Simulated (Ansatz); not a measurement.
AlN: band structure with HF

The system is AlN.

```
CELL_PARAMETERS angstrom
0.00000 2.18399 2.18399
2.18399 0.00000 2.18399
2.18399 2.18399 0.00000
ATOMIC_POSITIONS crystal
Al 0.00000 0.00000 0.00000
N 0.25000 0.25000 0.25000
```

Measurements of this composition are mostly on another form, of space group No. 186.

```yaml
Program: Ansatz 0.2.0
Task: band structure
Functional: HF
Potentials_or_basis: Ansatz PAW
Cutoff: "420 eV (not typed: the program's choice for these potentials)"
k_mesh: 6 × 6 × 6
Occupations: fermi-dirac, width 0.05 eV
Spin: no spin polarisation
Path: "[[\"G\", \"X\", \"W\", \"K\", \"G\", \"L\", \"U\", \"W\", \"L\", \"K\"], [\"U\", \"X\"]]"
Points_for_each_segment_of_the_path: 4
```

| Property | Result |
| --- | --- |
| Pressure | -1.2 GPa |
| Band gap on the k mesh | 12.07 eV, indirect (least direct gap 13.54 eV) |
| Band gap along the path | 12.07 eV, indirect (least direct gap 13.54 eV) |

Levels at the corners of the path, in eV from the valence-band top:
```csv
point,band 2,band 3,band 4,band 5,band 6,band 7
Γ,0.00,0.00,0.00,13.54,22.98,22.98
X,-6.31,-2.34,-2.34,12.07,18.13,26.06
W,-4.83,-4.43,-3.21,15.26,21.62,22.52
K,-5.45,-4.53,-1.80,14.24,20.18,24.70
Γ,0.00,0.00,0.00,13.54,22.98,22.98
L,-7.44,-0.65,-0.65,17.12,20.50,21.13
U,-5.45,-4.53,-1.80,14.24,20.18,24.70
W,-4.83,-4.43,-3.21,15.26,21.62,22.52
L,-7.44,-0.65,-0.65,17.12,20.50,21.13
K,-5.45,-4.53,-1.80,14.24,20.18,24.70
U,-5.45,-4.53,-1.80,14.24,20.18,24.70
X,-6.31,-2.34,-2.34,12.07,18.13,26.06
```

Run time: 6.7 min on 2 threads of Intel(R) Xeon(R) Processor @ 2.50GHz (Skylake/Cascade Lake), on a shared host, peak memory 0.59 GiB.

Caveat: the PAW data sets come from PBE, with cores solved anew for the run's functional, which leaves a small shift of forces and pressure; the thresholds are loose for stress.
